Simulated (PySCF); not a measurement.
# C8H8O3: the cost of one run

Programs: PySCF 2.14.0. All values are calculated, for the isolated system unless a continuum is named. Atoms count from 0, parts from 1.

### Step 1. Starting point

19 atoms, charge 0, multiplicity 1; geometry: GFN2-xTB parts, rigid stack. Parts: 1 = atoms 0–9, `C=CC=C`, charge 0; 2 = atoms 10–18, `O=C1C=CC(=O)O1`, charge 0.

### Step 2. Counterpoise and decomposition: parallel, height 3.6, slip 0 Å, twist 0°

Job settings and geometry (Å):

```
{"job": {"kind": "inter", "xc": "PBE0", "basis": "def2-SVP"}, "charge": 0, "multiplicity": 1, "parts": [{"atoms": "0-9", "charge": 0, "multiplicity": 1}, {"atoms": "10-18", "charge": 0, "multiplicity": 1}]}
C     -1.825979     0.131984     0.001959
C     -0.606724    -0.395572    -0.001952
C      0.605956     0.393606    -0.001970
C      1.826747    -0.130018     0.001963
H     -2.713764    -0.476526     0.001380
H     -1.977718     1.199248     0.006569
H     -0.476107    -1.470296    -0.003478
H      0.473053     1.467996    -0.006425
H      2.711796     0.482757     0.003611
H      1.982078    -1.196758     0.004617
O      2.229125    -0.605287     3.600888
C      1.123709    -0.167984     3.599982
C      0.664425     1.251302     3.600625
C     -0.664877     1.251278     3.599146
C     -1.123569    -0.168188     3.599587
O     -2.228910    -0.605542     3.601528
O      0.000097    -0.955579     3.598245
H      1.356882     2.071042     3.602112
H     -1.358134     2.070511     3.597758
```

With the program's defaults for keys left out, this is: PBE0/def2-SVP interaction energy, counterpoise and uncorrected, gas phase.

On the command line:

```bash
$ OMP_NUM_THREADS=1 python cluster_run.py task.json out
```

The driver reads the jobs from task.json and runs them one after another.

**Question.** How long does this first job take on 1 thread of Arm Neoverse N1, shared host, and how much memory does it need?

About 1.9 min, with a peak of 0.64 GiB.
